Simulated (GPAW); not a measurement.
# WS2 in GPAW: the effect of functional

WS2, a slab with vacuum:

```xyz
12
Lattice="3.1831 0.0000 0.0000 -1.5916 2.7567 0.0000 0.0000 0.0000 35.1806" Properties=species:S:1:pos:R:3 pbc="T T T"
W     0.0000    1.8378   20.8380
W     0.0000    1.8378    7.8593
W     1.5916    0.9189   27.3212
W     1.5916    0.9189   14.3425
S     0.0000    1.8378   28.8885
S     0.0000    1.8378   15.9024
S     1.5916    0.9189   22.3967
S     1.5916    0.9189    9.4193
S     0.0000    1.8378   25.7613
S     0.0000    1.8378   12.7839
S     1.5916    0.9189   19.2781
S     1.5916    0.9189    6.2921
```

Alike in all runs:

```yaml
Program: GPAW 26.7.0
Task: band structure
Cutoff: 600 eV
Basis: pw
k_mesh: 6 × 6 × 1
Occupations: fermi-dirac, width 0.05 eV
Spin: no spin polarisation
```

```csv
functional,potentials or basis,gap on the mesh (eV),largest force (eV/Å)
LDA,the program's PAW data sets (release 1.2.1) made for this functional,?,?
PBE,GPAW PAW data sets (gpaw-data 1.2.1),1.32,0.26
PBEsol,PAW data sets generated in the run's folder for this functional,1.30,0.25
```

Question: What does the run with functional LDA give?

Answer: gap on the mesh 1.27 eV; largest force 0.58 eV/Å.

Caveats: spin-orbit coupling is left out, which moves the levels of the heavy elements.

